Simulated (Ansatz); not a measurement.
## fcc against bcc along the 3d metals

The calculation used DFT, PBE, plane waves (420 eV) with PAW, scalar-relativistic in Ansatz.

Each structure is relaxed within its symmetry, in the lowest magnetic state of the tried starts. Differences under about 8 meV lie within the error of the k-point mesh.

```tsv
element	E(fcc) − E(bcc) (meV/atom)	V(fcc) (Å³/atom)	V(bcc) (Å³/atom)	state of fcc	state of bcc
Sc	-55	24.75	24.94	spin not included	spin not included
Ti	-53	17.42	17.26	spin not included	non-magnetic
V	244	13.90	13.48	non-magnetic	spin not included
Mn	-115	11.44	10.92	antiferromagnetic	ferromagnetic
Co	-72	10.92	11.11	ferromagnetic	ferromagnetic
Ni	-99	10.90	10.98	ferromagnetic	ferromagnetic
Cu	?	?	?	?	?
Zn	-62	15.19	15.35	spin not included	spin not included
```

**Question.** Fill in the row of Cu.

**Answer.** E(fcc) − E(bcc) (meV/atom): -36; V(fcc) (Å³/atom): 11.95; V(bcc) (Å³/atom): 12.00; state of fcc: spin not included; state of bcc: spin not included.
